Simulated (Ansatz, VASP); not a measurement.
NiO in VASP and in Ansatz

INCAR

```
ALGO = Normal ; EDIFF = 1E-6
ENCUT = 520 ; GGA = CA
ISIF = 2 ; ISMEAR = 0
ISPIN = 2 ; LASPH = True
LCHARG = False ; LDAU = True
LDAUJ = 0 0 ; LDAUL = 2 -1
LDAUPRINT = 1 ; LDAUTYPE = 2
LDAUU = 4 0 ; LMAXMIX = 4
LORBIT = 11 ; LREAL = False
LWAVE = False ; MAGMOM = 1.54 -1.54 0 0
NBANDS = 28 ; NELM = 150
PREC = Accurate ; SIGMA = 0.05
```

KPOINTS

```
k-points
0
Gamma
  8 8 8
```

File POSCAR:

```
NiO
1.0
    0.0000000000      2.0913095100      2.0913095100
    2.0913095100      0.0000000000      2.0913095100
    4.1826190200      4.1826190200      0.0000000000
Ni O
2 2
Direct
    0.0000000000      0.0000000000      0.0000000000
    0.0000000000      0.0000000000      0.5000000000
    0.5000000000      0.5000000000      0.2500000000
    0.5000000000      0.5000000000      0.7500000000
```

Input for Ansatz:

```yaml
crystal:
  lattice:
    - [0.0, 2.09130951, 2.09130951]
    - [2.09130951, 0.0, 2.09130951]
    - [4.18261902, 4.18261902, 0.0]
  atoms:
    - { symbol: Ni, position: [0.0, 0.0, 0.0], spin: 1.64 }
    - { symbol: O, position: [0.5, 0.5, 0.25] }
    - { symbol: Ni, position: [0.0, 0.0, 0.5], spin: -0.66 }
    - { symbol: O, position: [0.5, 0.5, 0.75] }
basis:
  ecutwfc: 420
  ecutrho_ratio: 4
kpoints:
  mp_grid: { grid: [8, 8, 8] }
hamiltonian:
  xc: lda
  hubbard:
    sites: [{ site: 0, l: d, u_eff: 4.0 }, { site: 2, l: d, u_eff: 4.0 }]
scf:
  occupations: { method: gaussian, width: 0.05 }
  lower_state_search: "off"
  max_iter: 150
output:
  forces: true
  stress: true
  eigenvalues: true
  populations: true
  hubbard: { sites: [{ site: 0, l: d }, { site: 2, l: d }] }
magnetization:
  spin_polarized: true
  spin_locking: { lock_spins: true, n_iters: 12 }
```

Alike in both runs: task single point; functional LDA; k mesh 8 × 8 × 8; occupations gaussian, width 0.05 eV; collinear spin; Hubbard terms Ni d U = 4.0 eV.

```csv
,VASP,Ansatz
version,VASP 6.6.1,Ansatz 0.2.0
potentials or method,"VASP PAW LDA potentials, release 64 (Ni, O)","scalar-relativistic, plane waves, PAW"
plane-wave cutoff (eV),520,420
valence electrons in the cell,32,48
```

```csv
,VASP,Ansatz,Ansatz less VASP
gap on the k mesh at the Fermi level (eV),2.20,2.18,-0.019
least direct gap on the mesh (eV),2.65,2.65,+0.004
pressure (GPa),-18.3,-12.2,+6.17
largest component of the traceless stress (GPa),0.14,0.16,+0.019
net moment per atom (μB),0.00,0.00,0.000
size of the moment on the site where the two differ most (μB),1.56,1.54,-0.028
```

Site moments also hang on the region over which each program counts them. The programs project onto different local orbitals, so the same U acts differently. The two sets of potentials don't hold the same shells in valence. Ansatz warned: «stress_scf_threshold_loose».

A k mesh can miss the band edges. The state reached can hang on the start; a lower one may exist.
